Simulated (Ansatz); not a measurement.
# KF: LAPW beside PAW

Does the method matter for KF? The same cell, functional and mesh are run with full-potential LAPW, PAW with frozen cores and all-electron PAW on datasets made for the crystal. The cell is first relaxed from a guess with PAW; it needn't be the stable phase of this composition.

Program: Ansatz 0.2.0. Level of theory: DFT PBE, scalar-relativistic. These are calculated values, not measurements.

## Step 1: The system as given

It takes space group P6_3mc (No. 186, hexagonal). Conventional cell: a = 3.665 Å, b = 3.665 Å, c = 5.973 Å, α = 90.00°, β = 90.00°, γ = 120.00°. Around K (site symmetry 3m) lie 4 F at 2.24 to 2.25 Å. F (site symmetry 3m) has 4 K at 2.24 to 2.25 Å as nearest neighbours.

Structure file:

```
CELL_PARAMETERS angstrom
3.66457 0.00000 0.00000
-1.83229 3.17361 0.00000
0.00000 0.00000 5.97326
ATOMIC_POSITIONS crystal
K 0.33333 0.66667 0.00000
K 0.66667 0.33333 0.50000
F 0.33333 0.66667 0.37600
F 0.66667 0.33333 0.87600
```

Atoms are numbered in the order of the input: K1, K2, F3, F4.

## Step 2: Cell and atoms relaxed first

input.yaml

```yaml
crystal:
  lattice:
    - [3.6645736486, 0.0, 0.0]
    - [-1.8322868243, 3.1736138737, 0.0]
    - [0.0, 0.0, 5.9732550472]
  atoms:
    - { symbol: K, position: [0.3333333333, 0.6666666667, 0.0] }
    - { symbol: K, position: [0.6666666667, 0.3333333333, 0.5] }
    - { symbol: F, position: [0.3333333333, 0.6666666667, 0.376] }
    - { symbol: F, position: [0.6666666667, 0.3333333333, 0.876] }
kpoints:
  mp_grid: { grid: [11, 11, 6] }
scf:
  occupations: { method: fermi_dirac, width: 0.03 }
hamiltonian:
  xc: pbe
  pseudopotentials: { kind: paw }
output:
  forces: true
  stress: true
relax:
  f_tol: 0.005
  max_steps: 80
  cell: {}
```

Started as:

```bash
ansatz run input.yaml --threads 1 --pin off --max-ram 3072MiB --backend cpu --events-out ev --progress --plain --runs-dir out
```

The runs that follow: Full-potential LAPW; PAW with frozen cores; All-electron PAW on datasets made for the crystal.

Q: Predict the outcome of this session. Wanted: pressure; gap; Bader charges; highest ELF.

The runs gave:

| quantity | value |
| --- | --- |
| pressure | LAPW 0.01, PAW 0.01, crystal datasets 0.01 GPa |
| gap (LAPW) | 5.24 eV, direct at Γ |
| Bader charges (PAW) | K1 +0.86, F3 -0.86 e |
| highest ELF (PAW) | 0.82, 0.58 Å from F |

What this shows: The pressure is within half a GPa of zero, so the volume is close to equilibrium at this level. A gap opens: 5.24 eV, direct at Γ. It is the Kohn-Sham gap of a semilocal functional, which mostly lies below the gap found in experiment. The top eV of the valence band is mostly F 2p (98 % of the projected weight). The projection holds only the free atom's occupied shells (K 4s, K 3p, F 2p in this range). The field gradient at K1, the largest by crystal datasets, is -0.58 by PAW and -0.57 by crystal datasets (10²¹ V/m²), within 5 %. PAW lies less than 0.01 GPa from LAPW in pressure and less than 0.01 eV in the gap.
